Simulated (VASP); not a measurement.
Wanted: the native input for a VASP 6.6.1 run.

- Task: dielectric tensor
- Functional: LDA
- Potentials or basis: VASP PAW LDA potentials, release 64 (Hf_pv, O)
- Cutoff: 520 eV
- k mesh: 3 × 5 × 3
- Occupations: gaussian, width 0.02 eV
- Spin: no spin polarisation
- Further INCAR settings: ALGO = Normal; EDIFF = 1e-08

The structure of HfO2 lies in POSCAR:

```
HfO2
1.0
    5.5563950000      0.0000000000      0.0000000000
    0.0000000000      3.3335970000      0.0000000000
    0.0000000000      0.0000000000      6.5049950000
Hf O
4 8
Direct
    0.7486820000      0.7500000000      0.6078710000
    0.2513180000      0.2500000000      0.3921290000
    0.2486820000      0.7500000000      0.8921290000
    0.7513180000      0.2500000000      0.1078710000
    0.6394990000      0.2500000000      0.4234000000
    0.3605010000      0.7500000000      0.5766000000
    0.1394990000      0.2500000000      0.0766000000
    0.8605010000      0.7500000000      0.9234000000
    0.5207940000      0.2500000000      0.8414530000
    0.4792060000      0.7500000000      0.1585470000
    0.0207940000      0.2500000000      0.6585470000
    0.9792060000      0.7500000000      0.3414530000
```

Measurements of this composition are mostly on another form, of space group No. 14.

The input as run:

INCAR

```
PREC = Accurate
ENCUT = 520
EDIFF = 1E-8
ISMEAR = 0
SIGMA = 0.02
LREAL = F
LASPH = T
NELM = 100
ALGO = Normal
ISIF = 2
LWAVE = F
LCHARG = F
LEPSILON = T
```

KPOINTS

```
regular mesh
0
Gamma
  3 5 3
```

Potentials or basis: VASP PAW LDA potentials, release 64 (Hf_pv, O).

The run is started by

```console
$ cat potpaw_LDA.64/Hf_pv/POTCAR potpaw_LDA.64/O/POTCAR > POTCAR
$ mpirun -np 1 vasp_std > vasp.out
```

It gave:

```
Band gap on the k mesh                  : 3.25 eV, direct
Electronic dielectric tensor (diagonal) : 5.82, 5.66, 5.76
Born charges (mean of the diagonal)     : Hf +4.98; O -2.47, -2.52 e
```

Caveat: spin-orbit coupling is left out, which moves the levels of the heavy elements; an odd mesh through Γ misses points on the zone boundary, where band edges often lie.

It took 10 min on 1 thread of AMD EPYC 9R45 (Zen 5) (shared host), peak memory 0.31 GiB.
